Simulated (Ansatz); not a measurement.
**How far is PAW off for NaF?**

```
Na F
1.0
     0.00000    2.32330    2.32330
     2.32330    0.00000    2.32330
     2.32330    2.32330    0.00000
Na F
1 1
Direct
  0.00000 0.00000 0.00000
  0.50000 0.50000 0.50000
```

Atoms are numbered in the order listed.

The conventional cell has a = 4.647 Å, b = 4.647 Å, c = 4.647 Å, α = 90.00°, β = 90.00°, γ = 90.00°. Na (atom 1) has 6 F at 2.32 Å as nearest neighbours. F (atom 2) is surrounded by 6 Na at 2.32 Å.

The cell comes from COD entry 9007459, which wasn't checked; take it as a given geometry.

Methods: DFT, LDA, PAW with Ansatz's default frozen-core files, scalar-relativistic (Ansatz 0.2.0); DFT, LDA, all-electron LAPW, scalar-relativistic (Ansatz 0.2.0).

For PAW: a Γ-centred 10×10×10 k mesh, Fermi–Dirac smearing of 0.02 eV, cutoff 420 eV, no spin polarisation; the PAW files were made with PBE, and the program remakes their frozen cores for this functional. LAPW targets a basis error of 0.5 meV/atom. The Ansatz runs share mesh, smearing and spin set-up. Plane-wave (PAW) pressures include the program's estimate of the Pulay term.

Stress and pressure are positive in compression.

Levels count from the top of the valence band.

PAW results:

```csv
quantity,PAW
pressure (GPa),-4.64
band gap (eV),5.935
highest filled level at U (eV),-0.376
lowest empty level at U (eV),12.382
highest filled level at K (eV),-0.376
lowest empty level at K (eV),12.382
highest filled level at X (eV),-0.413
lowest empty level at X (eV),12.698
```

Task: What does full-potential LAPW give for the same quantities?

Result: 
```csv
quantity,LAPW
pressure (GPa),-4.61
band gap (eV),5.922
highest filled level at U (eV),-0.378
lowest empty level at U (eV),12.375
highest filled level at K (eV),-0.378
lowest empty level at K (eV),12.375
highest filled level at X (eV),-0.415
lowest empty level at X (eV),12.692
```
